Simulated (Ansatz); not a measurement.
# HfN in Ansatz: the effect of functional

The system is HfN.

```xyz
2
Lattice="0.0000 2.2560 2.2560 2.2560 0.0000 2.2560 2.2560 2.2560 0.0000" Properties=species:S:1:pos:R:3 pbc="T T T"
Hf    0.0000    0.0000    0.0000
N     2.2560    2.2560    2.2560
```

Alike in all runs:

| Quantity | Value |
| --- | --- |
| Program | Ansatz 0.2.0 |
| Task | projected density of states |
| Potentials or basis | Ansatz PAW |
| k mesh | 6 × 6 × 6 |
| Occupations | fermi-dirac, width 0.05 eV |
| Spin | no spin polarisation |

**Question.** One run gave: pressure -8.4 GPa. Which functional did it use?
A. HSE06
B. BLYP
C. r2SCAN
D. LDA
E. RPBE

**Answer.** D.

```csv
functional,cutoff,pressure (GPa)
LDA,420 eV (not typed: the program's choice for these potentials),-8.4
PBEsol,420 eV (not typed: the program's choice for these potentials),-2.1
RPBE,420 eV (not typed: the program's choice for these potentials),11.1
revPBE,420 eV (not typed: the program's choice for these potentials),9.8
BLYP,420 eV (not typed: the program's choice for these potentials),15.2
r2SCAN,500 eV (not typed: the program's choice for these potentials),2.4
HSE06,420 eV (not typed: the program's choice for these potentials),1.5
PBE0,420 eV (not typed: the program's choice for these potentials),1.6
r2SCAN0,500 eV (not typed: the program's choice for these potentials),-0.2
```

Caveats: all runs use coarse meshes; the PAW data sets come from PBE, with cores solved anew for the run's functional, which leaves a small shift of forces and pressure; the density of states is complete only up to the lowest level of the last band computed; the thresholds are loose for stress (some runs).

Runs at the PBE level aren't shown here.
